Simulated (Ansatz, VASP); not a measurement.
## Rh in VASP and in Ansatz

```
CELL_PARAMETERS angstrom
0.00000 1.90299 1.90299
1.90299 0.00000 1.90299
1.90299 1.90299 0.00000
ATOMIC_POSITIONS crystal
Rh 0.00000 0.00000 0.00000
```

Alike in both runs: task relaxation of cell and atoms; functional PBEsol; k mesh 18 × 18 × 18; occupations gaussian, width 0.1 eV; no spin polarisation.

|  | VASP | Ansatz |
| --- | --- | --- |
| version | VASP 6.6.1 | Ansatz 0.2.0 |
| potentials or method | VASP PAW PBE potentials, release 64 (Rh_pv) | scalar-relativistic, plane waves, PAW |
| plane-wave cutoff (eV) | 600 | 420 |
| valence electrons in the cell | 15 | 17 |

```tsv
	VASP	Ansatz	Ansatz less VASP
gap on the k mesh at the Fermi level, each at its own relaxed structure (eV)	none	none	-
relaxed volume (Å³/atom)	13.49	13.50	+0.009
relaxed cell length with the largest relative difference (Å)	2.672	2.673	+0.0006
energy change over the relaxation (meV/atom)	-5	-5	+0.3
```

A gap of «none» marks a metal or a gap that the smearing closes. The two sets of potentials don't hold the same shells in valence.

Caveats: the PAW data sets were made with another functional, which shifts forces and pressure a little (VASP).
